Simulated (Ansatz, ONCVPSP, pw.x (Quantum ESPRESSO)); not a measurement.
**What a changed setting does to a pw.x run (fcc Ti)**

Potential: optimised norm-conserving Vanderbilt (ONCV), ONCVPSP 4.0.1.1 (patched build), PBE; core [Ne], reference 3s2 3p6 3d2 4s2; waves: 3s+4s: rc 1.45 bohr, ncon 4, nbas 8, qcut 7.5 1/bohr, 2 projectors; 3p: rc 1.40 bohr, ncon 3, nbas 7, qcut 10.8 1/bohr, 2 projectors, debl 1.6 Ha; 3d: rc 1.35 bohr, ncon 4, nbas 9, qcut 10.1 1/bohr, 2 projectors, debl 1.3 Ha; local part: polynomial inside 0.90 bohr (lpopt 4, dvloc0 6 Ha); core correction: Teter function, fcfact 5.5, rcfact 1.15.

The reference run (k-mesh 14³, cutoffs 110/440 Ry, Fermi–Dirac 0.01 Ry, mixing_beta 0.4, conv_thr 1e-9, no spin) gives -0.01 GPa at 17.482 Å³/atom, where all-electron LAPW gives -0.10 GPa. This run, with its own iteration cap, changes ecutwfc (ecutrho with it) to 8, a wrong or extreme entry chosen on purpose.

```
&control
  calculation='scf', prefix='x', pseudo_dir='./', outdir='./tmp', tstress=.true., disk_io='none'
/
&system
  ibrav=0, nat=1, ntyp=1, ecutwfc=8, ecutrho=32, nbnd=14,
  occupations='smearing', smearing='fd', degauss=0.01
/
&electrons
  conv_thr=1e-09, mixing_beta=0.4, electron_maxstep=70
/
ATOMIC_SPECIES
Ti 1.0 Ti.UPF
CELL_PARAMETERS angstrom
  0.00000000 2.05993590 2.05993590
  2.05993590 0.00000000 2.05993590
  2.05993590 2.05993590 0.00000000
ATOMIC_POSITIONS crystal
Ti 0.0000 0.0000 0.0000
K_POINTS automatic
14 14 14 0 0 0
```

```bash
pw.x < Ti.scf.in > Ti.scf.out
```

Question: How does the run end?

Answer: It converges in 8 iterations; the free energy moves by +166.86 eV/atom and the pressure by -1506.63 GPa. The result is not a property of the crystal.

```
Message from routine setup:
     using ibrav=0 with symmetry is DISCOURAGED, use correct ibrav instead
     lattice parameter (alat)  =       5.5051  a.u.
     unit-cell volume          =     117.9744 (a.u.)^3
     number of electrons       =        12.00
     number of Kohn-Sham states=           14
     kinetic-energy cutoff     =       8.0000  Ry
     charge density cutoff     =      32.0000  Ry
     scf convergence threshold =      1.0E-09
     Exchange-correlation= PBE
     number of k points=   104  Fermi-Dirac smearing, width (Ry)=  0.0100
     iteration #  1     ecut=     8.00 Ry     beta= 0.40
     total energy              =    -108.96294808 Ry
     estimated scf accuracy    <       6.19913231 Ry
     iteration #  2     ecut=     8.00 Ry     beta= 0.40
     total energy              =    -107.85543514 Ry
     estimated scf accuracy    <       1.64412027 Ry
     iteration #  3     ecut=     8.00 Ry     beta= 0.40
     total energy              =    -107.99293258 Ry
     estimated scf accuracy    <       0.02166904 Ry
     iteration #  4     ecut=     8.00 Ry     beta= 0.40
     total energy              =    -107.99220840 Ry
     estimated scf accuracy    <       0.00403954 Ry
     iteration #  5     ecut=     8.00 Ry     beta= 0.40
     total energy              =    -107.99215977 Ry
     estimated scf accuracy    <       0.00020856 Ry
     iteration #  6     ecut=     8.00 Ry     beta= 0.40
     total energy              =    -107.99217989 Ry
     estimated scf accuracy    <       0.00000125 Ry
     iteration #  7     ecut=     8.00 Ry     beta= 0.40
     total energy              =    -107.99217564 Ry
     estimated scf accuracy    <       0.00000091 Ry
     iteration #  8     ecut=     8.00 Ry     beta= 0.40
     the Fermi energy is    19.7878 ev
!    total energy              =    -107.99217581 Ry
     estimated scf accuracy    <          5.9E-10 Ry
     smearing contrib. (-TS)   =      -0.00501955 Ry
     The total energy is F=E-TS. E is the sum of the following terms:
     one-electron contribution =     -17.05247628 Ry
     hartree contribution      =       9.93209358 Ry
     xc contribution           =     -16.06475334 Ry
     ewald contribution        =     -84.80202022 Ry
     convergence has been achieved in   8 iterations
          total   stress  (Ry/bohr**3)                   (kbar)     P=   -15066.46
     Message from routine punch:
     Nothing written, as per user request (disk_io='none')
```

The run took about 1.6 s on one core of a shared host (Neoverse-N1, 64 threads, 124 GiB, load 60).
